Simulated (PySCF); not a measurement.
ZnSe (Stilleite):

```
Se Zn
1.0
     0.00000    2.83380    2.83380
     2.83380    0.00000    2.83380
     2.83380    2.83380    0.00000
Se Zn
1 1
Direct
  0.75000 0.75000 0.75000
  0.00000 0.00000 0.00000
```

Base run:

```yaml
Program: PySCF 2.14.0
Functional: PBE
Potentials_or_basis: DZVP-MOLOPT-SR/GTH-PBE (potentials made for PBE)
k_mesh: 8 × 8 × 8
Occupations: fermi-dirac, width 0.05 eV
Spin: no spin polarisation
```

Its results: band gap on the k mesh 1.30 eV, direct.

Question: The run is repeated on the same cell with these changes: functional from PBE to PBEsol. What comes out?

Answer: Band gap on the k mesh 1.12 eV, direct.

Caveats: the basis of atomic orbitals isn't converged, which shifts pressures, moduli and gaps.

A k mesh can miss the band edges.

Not every run made on this cell is shown here.
